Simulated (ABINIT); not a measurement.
Set up this calculation in ABINIT 10.8.3 (patched build), as the native input.

| Property | Result |
| --- | --- |
| Task | single point |
| Functional | SCAN |
| Potentials or basis | JTH PAW PBE v2.0 |
| Cutoff | 707 eV |
| k mesh | 11 × 11 × 6 |
| Occupations | fermi-dirac, width 0.05 eV |
| Spin | no spin polarisation |
| Fine-grid cutoff | 1306.15 eV |

Zn:

```xyz
2
Lattice="2.6700 0.0000 0.0000 -1.3350 2.3123 0.0000 0.0000 0.0000 4.9660" Properties=species:S:1:pos:R:3 pbc="T T T"
Zn    1.3350    0.7708    3.7245
Zn    0.0000    1.5415    1.2415
```

The input as run:

run.abi

```
# Pseudopotentials
pp_dirpath "./"
pseudos "Zn.GGA_PBE-JTH.xml"

# Structure
acell 3*1.0 Angstrom
rprim
     2.6700000000     0.0000000000     0.0000000000
    -1.3350000000     2.3122878281     0.0000000000
     0.0000000000     0.0000000000     4.9660000000
ntypat 1
znucl 30
natom 2
typat 1 1
xred
     0.6666666667     0.3333333333     0.7500000000
     0.3333333333     0.6666666667     0.2500000000

# Plane-wave basis
ecut 26.0
pawecutdg 48.0

# k points
kptopt 1
ngkpt 11 11 6
nshiftk 1
shiftk 0.0 0.0 0.0

# Exchange and correlation
ixc -263267
usekden 1
pawxcdev 0

# Bands and occupations
nband 16
occopt 3
tsmear 0.00183747

# SCF cycle
nstep 100
tolvrs 1.0e-7

# Output
iomode 3
prtwf 0
prtden 0
prteig 0
prtebands 0
enunit 2
```

Potentials or basis: JTH PAW PBE v2.0.

Launch:

```sh
$ abinit run.abi > log 2>&1
```

Results of the run:

The pressure is -6.3 GPa and the band gap on the k mesh is none (metal or under the smearing width). The valence electrons inside the program's atomic spheres are Zn 10.74 (radii [1.2212] Å).

Caveat: the PAW data sets were made with another functional, which shifts forces and pressure a little.

It took 4.6 min on 1 thread of Arm Neoverse V1 (shared host), peak memory 0.15 GiB.
